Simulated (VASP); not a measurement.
# KCl (Pm-3m) in VASP: a series of runs, part 2 of 2

VASP 6.6.1. The steps go on from the part before.

## 4. Single point, PBEsol

Input file INCAR:

```
  PREC = Accurate
  ENCUT = 520
  EDIFF = 1E-7
  ISMEAR = 0
  SIGMA = 0.05
  LREAL = F
  LASPH = T
  NELM = 80
  ALGO = Fast
  ISIF = 2
  LWAVE = F
  LCHARG = F
  GGA = PS
  NBANDS = 15
```

Input file KPOINTS:

```
Automatic mesh
0
Gamma
  6 6 6
```

Input file POSCAR:

```
KCl
1.0
    3.7353612126      0.0000000000      0.0000000000
    0.0000000000      3.7353612126      0.0000000000
    0.0000000000      0.0000000000      3.7353612126
K Cl
1 1
Direct
    0.0000000000      0.0000000000      0.0000000000
    0.5000000000      0.5000000000      0.5000000000
```

Potentials or basis: VASP PAW PBE potentials, release 64 (K_sv, Cl).

Started as:

```console
$ cat potpaw_PBE.64/K_sv/POTCAR potpaw_PBE.64/Cl/POTCAR > POTCAR
$ mpirun -np 1 vasp_std > vasp.out
```

OUTCAR:

```text
PREC = Accurate
   ENCUT = 520
   EDIFF = 1E-7
   ISMEAR = 0
   LREAL = F
   LASPH = T
   NELM = 80
   ISIF = 2
   GGA = PS

 ion  position               nearest neighbor table
   1  0.000  0.000  0.000-   2 3.23   2 3.23   2 3.23   2 3.23   2 3.23   2 3.23   2 3.23   2 3.23

   2  0.500  0.500  0.500-   1 3.23   1 3.23   1 3.23   1 3.23   1 3.23   1 3.23   1 3.23   1 3.23

  LATTYP: Found a simple cubic cell.
 ALAT       =     3.7353612126

  Lattice vectors:

 A1 = (   3.7353612126,   0.0000000000,   0.0000000000)
 A2 = (   0.0000000000,   3.7353612126,   0.0000000000)
 A3 = (   0.0000000000,   0.0000000000,   3.7353612126)

Analysis of symmetry for initial positions (statically):
=====================================================================
 Subroutine PRICEL returns:
 Original cell was already a primitive cell.

 Routine SETGRP: Setting up the symmetry group for a
 simple cubic supercell.

 Subroutine GETGRP returns: Found 48 space group operations
 (whereof 48 operations were pure point group operations)
 out of a pool of 48 trial point group operations.

The static configuration has the point symmetry O_h .

Analysis of symmetry for dynamics (positions and initial velocities):
=====================================================================
 Subroutine PRICEL returns:
 Original cell was already a primitive cell.

 Routine SETGRP: Setting up the symmetry group for a
 simple cubic supercell.

 Subroutine GETGRP returns: Found 48 space group operations
 (whereof 48 operations were pure point group operations)
 out of a pool of 48 trial point group operations.

The dynamic configuration has the point symmetry O_h .

 Subroutine INISYM returns: Found 48 space group operations
 (whereof 48 operations are pure point group operations),
 and found     1 'primitive' translations

----------------------------------------------------------------------------------------
[... 118 lines left out ...]
   LRPA    =     F    only Hartree local field effects (RPA)
 non-spin polarized calculation
 RMM-DIIS sequential band-by-band and
 Gauss-broadening in eV      SIGMA  =   0.05
  energy-cutoff  :      520.00
  volume of cell :       52.12
 maximum number of plane-waves:      1418
 NGX is ok and might be reduce to    28
   NGX = 13   NGY = 13   NGZ = 13

 number of electron      15.9999997 magnetization

 Free energy of the ion-electron system (eV)
  ---------------------------------------------------
  ext. energy  EPLUGINS =         0.00000000
  ---------------------------------------------------
  free energy    TOTEN  =        -6.91516842 eV

  energy without entropy =       -6.91516842  energy(sigma->0) =       -6.91516842

 E-fermi :  -0.2102     XC(G=0):  -8.6422

 val. band max:       -0.4819582448   @ k =   0.5000   0.5000   0.0000
 cond. band min:       4.4817557736   @ k =   0.0000   0.0000   0.0000
 fundamental gap:      4.9637140183
 Fermi energy:        -0.2101897686

 k-point     1 :       0.0000    0.0000    0.0000
  band No.  band energies     occupation
      1     -28.2397      2.00000
      2     -13.1964      2.00000
      3     -11.6728      2.00000
      4     -11.6728      2.00000
      5     -11.6728      2.00000
      6      -0.7057      2.00000
      7      -0.7057      2.00000
      8      -0.7057      2.00000
      9       4.4818      0.00000
     10       5.8687      0.00000
     11       5.8687      0.00000
     12      10.3569      0.00000
     13      10.3569      0.00000
     14      10.3569      0.00000
[... 329 lines left out ...]
      2     -12.6901      2.00000
      3     -11.8926      2.00000
      4     -11.8926      2.00000
      5     -11.8926      2.00000
      6      -2.0309      2.00000
      7      -2.0309      2.00000
      8      -2.0309      2.00000
      9       8.4257      0.00000
     10       8.4257      0.00000
     11       8.4257      0.00000
     12       9.7091      0.00000
     13       9.7091      0.00000
     14       9.7091      0.00000
     15      12.1934      0.00000

------------------------ aborting loop because EDIFF is reached ----------------------------------------

  FORCE on cell =-STRESS in cart. coord.  units (eV):
  Direction    XX          YY          ZZ          XY          YZ          ZX
  --------------------------------------------------------------------------------------
  -------------------------------------------------------------------------------------
  Total        0.0315162      0.0315162      0.0315162      0.0000000     -0.0000000     -0.0000000
  in kB        0.9688280      0.9688280      0.9688280      0.0000000     -0.0000000     -0.0000000
  external PRESSURE =       0.9688280 kB  Pullay stress =       0.0000000 kB

 VOLUME and BASIS-vectors are now :
 -----------------------------------------------------------------------------
  energy-cutoff  :      520.00
  volume of cell :       52.12
      direct lattice vectors                 reciprocal lattice vectors
     3.735361213  0.000000000  0.000000000     0.267711727  0.000000000  0.000000000
     0.000000000  3.735361213  0.000000000     0.000000000  0.267711727  0.000000000
     0.000000000  0.000000000  3.735361213     0.000000000  0.000000000  0.267711727

 POSITION                                       TOTAL-FORCE (eV/Angst)
 -----------------------------------------------------------------------------------
      0.00000      0.00000      0.00000         0.000000      0.000000      0.000000
      1.86768      1.86768      1.86768         0.000000      0.000000      0.000000
 -----------------------------------------------------------------------------------
    total drift:                               -0.000000      0.000000      0.000000

  FREE ENERGIE OF THE ION-ELECTRON SYSTEM (eV)
  ---------------------------------------------------
  free  energy   TOTEN  =        -6.9151684244 eV

  energy  without entropy=       -6.9151684244  energy(sigma->0) =       -6.91516842
```

Run time: 8.6 s. Hardware: 1 thread of Intel Xeon 6975P-C (Granite Rapids), shared host; peak memory 0.15 GiB.

Results:

```yaml
Free_energy: -6.9152 eV
Pressure: 0.1 GPa
Band_gap_on_the_k_mesh: 4.96 eV, indirect (least direct gap 5.19 eV)
```

Caveat: the PAW data sets were made with another functional, which shifts forces and pressure a little. A k mesh can miss the band edges.

## 5. Single point, PBEsol

This run uses another cell than the first one, of 28.51 Å³/atom, 1.094 times its volume.

Input file INCAR:

```
PREC = Accurate
ENCUT = 520
EDIFF = 1E-7
ISMEAR = 0
SIGMA = 0.05
LREAL = F
LASPH = T
NELM = 60
ALGO = Fast
ISIF = 2
LWAVE = F
LCHARG = F
GGA = PS
NBANDS = 15
```

Input file KPOINTS:

```
Automatic mesh
0
Gamma
  4 4 4
```

Input file POSCAR:

```
KCl
1.0
    3.8490699523      0.0000000000      0.0000000000
    0.0000000000      3.8490699523      0.0000000000
    0.0000000000      0.0000000000      3.8490699523
K Cl
1 1
Direct
    0.0000000000      0.0000000000      0.0000000000
    0.5000000000      0.5000000000      0.5000000000
```

Potentials or basis: VASP PAW PBE potentials, release 64 (K_sv, Cl).

Started as:

```console
$ cat potpaw_PBE.64/K_sv/POTCAR potpaw_PBE.64/Cl/POTCAR > POTCAR
$ mpirun -np 1 vasp_std > vasp.out
```

OUTCAR:

```text
PREC = Accurate
   ENCUT = 520
   EDIFF = 1E-7
   ISMEAR = 0
   LREAL = F
   LASPH = T
   NELM = 60
   ISIF = 2
   GGA = PS

 ion  position               nearest neighbor table
   1  0.000  0.000  0.000-
   2  0.500  0.500  0.500-

  LATTYP: Found a simple cubic cell.
 ALAT       =     3.8490699523

  Lattice vectors:

 A1 = (   3.8490699523,   0.0000000000,   0.0000000000)
 A2 = (   0.0000000000,   3.8490699523,   0.0000000000)
 A3 = (   0.0000000000,   0.0000000000,   3.8490699523)

Analysis of symmetry for initial positions (statically):
=====================================================================
 Subroutine PRICEL returns:
 Original cell was already a primitive cell.

 Routine SETGRP: Setting up the symmetry group for a
 simple cubic supercell.

 Subroutine GETGRP returns: Found 48 space group operations
 (whereof 48 operations were pure point group operations)
 out of a pool of 48 trial point group operations.

The static configuration has the point symmetry O_h .

Analysis of symmetry for dynamics (positions and initial velocities):
=====================================================================
 Subroutine PRICEL returns:
 Original cell was already a primitive cell.

 Routine SETGRP: Setting up the symmetry group for a
 simple cubic supercell.

 Subroutine GETGRP returns: Found 48 space group operations
 (whereof 48 operations were pure point group operations)
 out of a pool of 48 trial point group operations.

The dynamic configuration has the point symmetry O_h .

 Subroutine INISYM returns: Found 48 space group operations
 (whereof 48 operations are pure point group operations),
 and found     1 'primitive' translations

----------------------------------------------------------------------------------------

                                     Primitive cell

[... 104 lines left out ...]
   LEPSILON=     F    determine dielectric tensor
   LRPA    =     F    only Hartree local field effects (RPA)
 non-spin polarized calculation
 RMM-DIIS sequential band-by-band and
 Gauss-broadening in eV      SIGMA  =   0.05
  energy-cutoff  :      520.00
  volume of cell :       57.03
 maximum number of plane-waves:      1568
 NGX is ok and might be reduce to    30
   NGX = 15   NGY = 15   NGZ = 15

 number of electron      16.0000007 magnetization

 Free energy of the ion-electron system (eV)
  ---------------------------------------------------
  ext. energy  EPLUGINS =         0.00000000
  ---------------------------------------------------
  free energy    TOTEN  =        -6.89015547 eV

  energy without entropy =       -6.89015547  energy(sigma->0) =       -6.89015547

 E-fermi :  -0.6477     XC(G=0):  -8.2305

 val. band max:       -0.9365426064   @ k =   0.5000   0.5000   0.0000
 cond. band min:       3.6503460504   @ k =   0.0000   0.0000   0.0000
 fundamental gap:      4.5868886569
 Fermi energy:        -0.6477441558

 k-point     1 :       0.0000    0.0000    0.0000
  band No.  band energies     occupation
      1     -28.8466      2.00000
      2     -13.4710      2.00000
      3     -12.2978      2.00000
      4     -12.2978      2.00000
      5     -12.2978      2.00000
      6      -1.1432      2.00000
      7      -1.1432      2.00000
      8      -1.1432      2.00000
      9       3.6503      0.00000
     10       5.5148      0.00000
     11       5.5148      0.00000
     12       9.6656      0.00000
     13       9.6656      0.00000
     14       9.6656      0.00000
[... 149 lines left out ...]
      2     -13.0711      2.00000
      3     -12.4672      2.00000
      4     -12.4672      2.00000
      5     -12.4672      2.00000
      6      -2.2582      2.00000
      7      -2.2582      2.00000
      8      -2.2582      2.00000
      9       7.6871      0.00000
     10       7.6871      0.00000
     11       7.6871      0.00000
     12       8.8531      0.00000
     13       8.8531      0.00000
     14       8.8531      0.00000
     15      11.2986      0.00000

------------------------ aborting loop because EDIFF is reached ----------------------------------------

  FORCE on cell =-STRESS in cart. coord.  units (eV):
  Direction    XX          YY          ZZ          XY          YZ          ZX
  --------------------------------------------------------------------------------------
  -------------------------------------------------------------------------------------
  Total       -0.5376334     -0.5376334     -0.5376334     -0.0000000     -0.0000000      0.0000000
  in kB      -15.1053025    -15.1053025    -15.1053025     -0.0000000     -0.0000000      0.0000000
  external PRESSURE =     -15.1053025 kB  Pullay stress =       0.0000000 kB

 VOLUME and BASIS-vectors are now :
 -----------------------------------------------------------------------------
  energy-cutoff  :      520.00
  volume of cell :       57.03
      direct lattice vectors                 reciprocal lattice vectors
     3.849069952  0.000000000  0.000000000     0.259803021  0.000000000  0.000000000
     0.000000000  3.849069952  0.000000000     0.000000000  0.259803021  0.000000000
     0.000000000  0.000000000  3.849069952     0.000000000  0.000000000  0.259803021

 POSITION                                       TOTAL-FORCE (eV/Angst)
 -----------------------------------------------------------------------------------
      0.00000      0.00000      0.00000         0.000000      0.000000      0.000000
      1.92453      1.92453      1.92453         0.000000      0.000000      0.000000
 -----------------------------------------------------------------------------------
    total drift:                                0.000000      0.000000     -0.000000

  FREE ENERGIE OF THE ION-ELECTRON SYSTEM (eV)
  ---------------------------------------------------
  free  energy   TOTEN  =        -6.8901554654 eV

  energy  without entropy=       -6.8901554654  energy(sigma->0) =       -6.89015547
```

It took 6.7 s on 1 thread of Intel Xeon 6975P-C (Granite Rapids), shared host; peak memory 0.16 GiB.

Results:

| Quantity | Value |
| --- | --- |
| Free energy | -6.8902 eV |
| Pressure | -1.5 GPa |
| Band gap on the k mesh | 4.59 eV, indirect (least direct gap 4.79 eV) |

Caveat: the PAW data sets were made with another functional, which shifts forces and pressure a little.

## 6. Overview

| cell | k mesh | smearing | gap on the mesh (eV) | pressure (GPa) |
| --- | --- | --- | --- | --- |
| Pm-3m, 26.06 Å³/atom | 6 × 6 × 6 | gaussian 0.02 eV | 4.96 | 0.1 |
| Pm-3m, 28.93 Å³/atom | 4 × 4 × 4 | gaussian 0.05 eV | 4.53 | -1.7 |
| Pm-3m, 26.06 Å³/atom | 6 × 6 × 6 | gaussian 0.05 eV | 4.96 | 0.1 |
| Pm-3m, 28.51 Å³/atom | 4 × 4 × 4 | gaussian 0.05 eV | 4.59 | -1.5 |

Alike in all rows: task single point; level PBEsol; potentials or basis VASP PAW PBE potentials, release 64 (K_sv, Cl); no spin polarisation; cutoff (eV) 520.

On the cell as given the gap runs from 4.53 eV (PBEsol) to 4.96 eV (PBEsol); the meshes differ, which moves gaps too.

Caveats: the PAW data sets were made with another functional, which shifts forces and pressure a little.

Total energies depend on the potentials used, so only differences within one code and one set of settings carry meaning.
